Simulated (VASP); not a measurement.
The system is ZnS (Wurtzite-2H).

```xyz
4
Lattice="3.8110 0.0000 0.0000 -1.9055 3.3004 0.0000 0.0000 0.0000 6.2340" Properties=species:S:1:pos:R:3 pbc="T T T"
Zn    1.9055    1.1001    3.1170
Zn    0.0000    2.2003    0.0000
S     1.9055    1.1001    5.5171
S     0.0000    2.2003    2.4001
```

- Program: VASP 6.6.1
- Task: relaxation of cell and atoms
- Functional: PBE
- Potentials or basis: VASP PAW PBE potentials, release 54 (Zn, S)
- Cutoff: 580 eV
- k mesh: 8 × 8 × 5
- Occupations: fermi-dirac, width 0.05 eV
- Spin: no spin polarisation

At the start: pressure 2.5 GPa; volume 19.60 Å³/atom.

Task: How do energy, volume and symmetry change on relaxing?

Result: Over 9 steps the energy falls by 9.8 meV/atom and the volume is 20.24 Å³/atom (+3.3 %); space group P6_3mc (No. 186, to 0.05 Å).

Step by step:
```tsv
step	energy change (eV)	largest force (eV/Å)	pressure (GPa)	volume (Å³)
1	0.0000	0.3227	2.49	78.41
2	-0.0316	0.0912	-0.82	81.92
3	-0.0329	0.1288	-0.31	81.30
4	-0.0361	0.0713	-0.07	81.04
5	-0.0375	0.0047	0.10	80.77
6	-0.0390	0.0140	0.08	80.83
7	-0.0391	0.0177	0.06	80.86
8	-0.0391	0.0180	0.05	80.86
9	-0.0392	0.0031	-0.05	80.97
```

Final structure:
```
Zn S
1.0
     3.84862    0.00000    0.00000
    -1.92431    3.33300    0.00000
     0.00000    0.00000    6.31207
Zn S
2 2
Direct
  0.66667 0.33333 0.50520
  0.33333 0.66667 0.00520
  0.66667 0.33333 0.87980
  0.33333 0.66667 0.37980
```
